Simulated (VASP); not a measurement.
Runs of VASP 6.6.1 on CsI. The structure is cubic, space group Pm-3m (No. 221). The conventional cell has a = 4.567 Å, b = 4.567 Å, c = 4.567 Å, α = 90.00°, β = 90.00°, γ = 90.00°. Cs (site symmetry m-3m) is surrounded by 8 I at 3.95 Å. Around I (site symmetry m-3m) lie 8 Cs at 3.95 Å. 

```tsv
task	level	potentials or basis	spin	fixed moment (μB)	cell	k mesh	cutoff (eV)	smearing	mesh quality	gap on the mesh (eV)	pressure (GPa)	moment (μB)
single point	LDA	VASP PAW LDA potentials, release 64 (Cs_sv, I)	collinear, typed start	1.0	volume scaled by 1.25	6 × 6 × 6	520	fermi-dirac 0.05 eV	not flagged	-	-1.0	1.00
single point	PBE	VASP PAW PBE potentials, release 64 (Cs_sv, I)	off	-	Pm-3m, 47.62 Å³/atom	2 × 2 × 2	520	fermi-dirac 0.03 eV	coarse	(b)	1.7	-
relaxation of cell and atoms	RPBE+D4	VASP PAW PBE potentials, release 64 (Cs_sv, I)	collinear, zero start	0.0	relaxed	6 × 6 × 6	600	gaussian 0.1 eV	not flagged	-	0.0	0.00
single point	PBE	VASP PAW PBE potentials, release 64 (Cs_sv, I)	off	-	Pm-3m, 47.62 Å³/atom	3 × 3 × 3	520	fermi-dirac 0.04 eV	coarse	3.96	(a)	-
single point	RPBE+D4	VASP PAW PBE potentials, release 64 (Cs_sv, I)	collinear, zero start	0.0	Pm-3m, 51.51 Å³/atom	6 × 6 × 6	520	gaussian 0.1 eV	not flagged	-	0.0	0.00
single point	PBEsol	VASP PAW PBE potentials, release 64 (Cs_sv, I)	off	-	Pm-3m, 45.68 Å³/atom	6 × 6 × 6	520	fermi-dirac 0.05 eV	not flagged	3.84	0.1	-
single point	PBE	VASP PAW PBE potentials, release 64 (Cs_sv, I)	off	-	volume scaled by 1.04	6 × 6 × 6	520	fermi-dirac 0.05 eV	not flagged	3.75	0.3	-
single point	r2SCAN	VASP PAW PBE potentials, release 64 (Cs_sv, I)	off	-	Pm-3m, 47.62 Å³/atom	6 × 6 × 6	520	fermi-dirac 0.05 eV	not flagged	4.60	0.4	-
```

**Question.** Estimate the missing entries.

**Answer.** (a) 0.9; (b) 3.81.

Caveats: some runs use coarse meshes; spin-orbit coupling is left out, which moves the levels of the heavy elements (some runs); the PAW data sets were made with another functional, which shifts forces and pressure a little (some runs); the total moment is fixed, so each spin has its own Fermi level (some runs).

A k mesh can miss the band edges, and the runs leave out spin-orbit coupling on Cs, I.
